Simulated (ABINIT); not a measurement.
A run of ABINIT 10.8.3 (patched build):

The input run.abi:

```
# Pseudopotentials
pp_dirpath "./"
pseudos "Mg.upf, O.upf"

# Structure
acell 3.2171166626 3.2171166626 4.8462950346 Angstrom
rprim
     1.0000000000     0.0000000000     0.0000000000
    -0.5000000000     0.8660254038     0.0000000000
     0.0000000000     0.0000000000     1.0000000000
ntypat 2
znucl 12 8
natom 4
typat 1 1 2 2
chkprim 0
chksymtnons 0
tolsym 1.0e-6
xred
            2/3            1/3   0.5021597400
            1/3            2/3   0.0021597400
            2/3            1/3   0.9024402600
            1/3            2/3   0.4024402600

# Plane-wave basis
ecut 49.4

# k points
kptopt 3
ngkpt 7 7 4
nshiftk 1
shiftk 0.0 0.0 0.0
istwfk *1

# Exchange and correlation
ixc -116133

# Bands and occupations
nband 16
occopt 1

# SCF cycle
nstep 80
diemac 6.0
npulayit 4
tolvrs 1.0e-13

# Output
iomode 3
prteig 0
prtebands 0
prtwf 0
prtden 0

# Berry phase
berryopt -1
rfdir 1 1 1
```

Potentials or basis: PseudoDojo NC SR PBEsol v0.4.1 standard.

Launch:

```sh
$ abinit run.abi > log 2>&1
```

Hardware: 1 thread of Arm Neoverse V2, with other jobs on the host.

Q: How long does it take, and how much memory?

A: It took 7.6 min on 1 thread of Arm Neoverse V2, on a shared host, peak memory 0.35 GiB. Counts: scf iterations 13, mpi ranks 1, k points 196, bands 16, plane waves 4925.
